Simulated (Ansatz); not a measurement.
The system is Zr.

```xyz
1
Lattice="-1.8100 1.8100 1.8100 1.8100 -1.8100 1.8100 1.8100 1.8100 -1.8100" Properties=species:S:1:pos:R:3 pbc="T T T"
Zr    0.0000    0.0000    0.0000
```

This isn't the form of Zr at room conditions, which is hcp.

| Quantity | Value |
| --- | --- |
| Program | Ansatz 0.2.0 |
| Task | relaxation of cell and atoms |
| Functional | PBE |
| Potentials or basis | all-electron LAPW, scalar-relativistic |
| Basis error allowed | 0.002 eV/atom |
| k mesh | 8 × 8 × 8 |
| Occupations | fermi-dirac, width 0.05 eV |
| Spin | no spin polarisation |

At the start: volume 23.72 Å³/atom.

How do energy, volume and symmetry change on relaxing?

Over 5 steps the energy falls by 6.3 meV/atom and the volume is 22.99 Å³/atom (-3.1 %); space group Im-3m (No. 229, to 0.05 Å).

Step by step:
| step | energy change (eV) | largest force (eV/Å) | volume (Å³) |
| --- | --- | --- | --- |
| 1 | 0.0000 | 0.0000 | 23.72 |
| 2 | -0.0021 | 0.0000 | 22.41 |
| 3 | -0.0063 | 0.0000 | 23.01 |
| 4 | -0.0063 | 0.0000 | 22.99 |
| 5 | -0.0063 | 0.0000 | 22.99 |

Final structure:
```
Zr
1.0
    -1.79124    1.79124    1.79124
     1.79124   -1.79124    1.79124
     1.79124    1.79124   -1.79124
Zr
1
Direct
  0.00000 0.00000 0.00000
```

Caveat: the k mesh is thin for a metal, which can move the energy by tens of meV per atom.
